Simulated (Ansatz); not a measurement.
A series in volume per atom on ZrC

Results calculated with Ansatz 0.2.0, not measured. Periodic Kohn-Sham DFT of a crystal at fixed atoms; pressure and stress are positive in compression; the energy is the free energy less that of spherical unpolarised free atoms; site moments are those in the method's own spheres, positive along +z.

Cell of the first row (space group F-43m, No. 216):
```
CELL_PARAMETERS angstrom
0.00000 2.49370 2.49370
2.49370 0.00000 2.49370
2.49370 2.49370 0.00000
ATOMIC_POSITIONS crystal
Zr 0.00000 0.00000 0.00000
C 0.25000 0.25000 0.25000
```

Settings of every row: method frozen-core PAW; functional PBE; relativity scalar; k mesh 11x11x11; filling fermi-dirac; smearing width 0.03 eV; wave cutoff 420 eV; paw set soft_2.

Atom start moment: 0 on all atoms.

Limits: the cell comes from a prototype or a list of computed structures and needn't be the stable phase.

```csv
row,volume per atom (Å³),pressure (GPa)
1,15.506,?
2,15.993,4.704
3,16.488,0.001
4,16.982,-4.088
5,17.477,-7.642
```

Question: what pressure should row 1 give?

Worked fit of pressure. Take u = (V_r/V)^(2/3) − 1 with V_r = 16.735 Å³ an atom, which is twice the finite (Eulerian) strain; such expansions in the strain, on which the Birch-Murnaghan equation of state is built, carry the rest volume and the bulk modulus. The shown rows have u = 0.0307, 0.00996, -0.00972, -0.02851. Least squares give pressure = −2.1145 + 207.487 × u + 476.57 × u² GPa; a straight line predicts inner rows, each left out in turn, worse (root mean square 0.27 against 0.0038 GPa). The rows lie off it by -0.001, 0.002, -0.002, 0.001. The pressure vanishes at u = 0.0100, or V = 16.49 Å³ an atom, and there the bulk modulus at fixed shape and fractions is B = −V dP/dV = (2/3)(1 + u) dP/du = 146 GPa. The withheld row has u = 0.05217, so the fit gives −2.1145 + 207.487 × (0.05217) + 476.57 × (0.05217)² = 10.007 GPa.

The calculation gave 10.018 GPa. The fit lies 0.011 GPa (0.062 % of the column's range) below it; its largest miss of a shown row is 0.002 GPa. This row lies beyond the range of the fit.
